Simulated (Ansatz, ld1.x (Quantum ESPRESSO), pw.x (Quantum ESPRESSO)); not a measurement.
**pw.x on bcc Mn: one setting changed**

Potential: norm-conserving Troullier–Martins (Kleinman–Bylander form), ld1.x (Quantum ESPRESSO) 7.5, LDA (PW92); core [Ar], reference 3d5 4s2 4p0; waves: 4s (bound): rc 2.55 bohr; 4p (bound, empty): rc 2.95 bohr; 3d (bound): rc 2.00 bohr; local part: all-electron potential smoothed inside 2.10 bohr (lloc = -1); core correction: a·sin(br)/r model core, default radius (core density twice the valence density).

The reference run (k-mesh 17³, cutoffs 135/540 Ry, Fermi–Dirac 0.01 Ry, mixing_beta 0.4, conv_thr 1e-9, no spin) gives -0.49 GPa at 10.138 Å³/atom, where all-electron LAPW gives 0.21 GPa. This run, with its own iteration cap, changes k-mesh points per axis to 3.

```
&control
  calculation='scf', prefix='x', pseudo_dir='./', outdir='./tmp', tstress=.true., disk_io='none'
/
&system
  ibrav=0, nat=1, ntyp=1, ecutwfc=135, ecutrho=540, nbnd=11,
  occupations='smearing', smearing='fd', degauss=0.01
/
&electrons
  conv_thr=1e-09, mixing_beta=0.4, electron_maxstep=50
/
ATOMIC_SPECIES
Mn 1.0 Mn.UPF
CELL_PARAMETERS angstrom
  -1.36342347 1.36342347 1.36342347
  1.36342347 -1.36342347 1.36342347
  1.36342347 1.36342347 -1.36342347
ATOMIC_POSITIONS crystal
Mn 0.0000 0.0000 0.0000
K_POINTS automatic
3 3 3 0 0 0
```

```bash
pw.x < Mn.scf.in > Mn.scf.out
```

Problem. How does the run end?

Solution. It converges in 7 iterations; the free energy moves by +638.7 meV/atom and the pressure by +21.04 GPa.

```
Message from routine setup:
     using ibrav=0 with symmetry is DISCOURAGED, use correct ibrav instead
     lattice parameter (alat)  =       4.4626  a.u.
     unit-cell volume          =      68.4146 (a.u.)^3
     number of electrons       =         7.00
     number of Kohn-Sham states=           11
     kinetic-energy cutoff     =     135.0000  Ry
     charge density cutoff     =     540.0000  Ry
     scf convergence threshold =      1.0E-09
     Exchange-correlation= PW
     number of k points=     4  Fermi-Dirac smearing, width (Ry)=  0.0100
     iteration #  1     ecut=   135.00 Ry     beta= 0.40
     total energy              =     -39.61323806 Ry
     estimated scf accuracy    <       0.07823260 Ry
     iteration #  2     ecut=   135.00 Ry     beta= 0.40
     total energy              =     -39.62498472 Ry
     estimated scf accuracy    <       0.00208272 Ry
     iteration #  3     ecut=   135.00 Ry     beta= 0.40
     total energy              =     -39.62509983 Ry
     estimated scf accuracy    <       0.00035554 Ry
     iteration #  4     ecut=   135.00 Ry     beta= 0.40
     total energy              =     -39.62510792 Ry
     estimated scf accuracy    <       0.00000187 Ry
     iteration #  5     ecut=   135.00 Ry     beta= 0.40
     total energy              =     -39.62510827 Ry
     estimated scf accuracy    <       0.00000011 Ry
     iteration #  6     ecut=   135.00 Ry     beta= 0.40
     total energy              =     -39.62510828 Ry
     estimated scf accuracy    <          1.4E-09 Ry
     iteration #  7     ecut=   135.00 Ry     beta= 0.40
     the Fermi energy is    15.7658 ev
!    total energy              =     -39.62510828 Ry
     estimated scf accuracy    <          2.5E-11 Ry
     smearing contrib. (-TS)   =      -0.01315460 Ry
     The total energy is F=E-TS. E is the sum of the following terms:
     one-electron contribution =      11.72273402 Ry
     hartree contribution      =       2.84084690 Ry
     xc contribution           =     -19.56993591 Ry
     ewald contribution        =     -34.60559870 Ry
     convergence has been achieved in   7 iterations
          total   stress  (Ry/bohr**3)                   (kbar)     P=      205.51
     Message from routine punch:
     Nothing written, as per user request (disk_io='none')
```

The run took about 0.9 s on one core of a shared host (Neoverse-V2, 192 threads, 742 GiB, load 29).
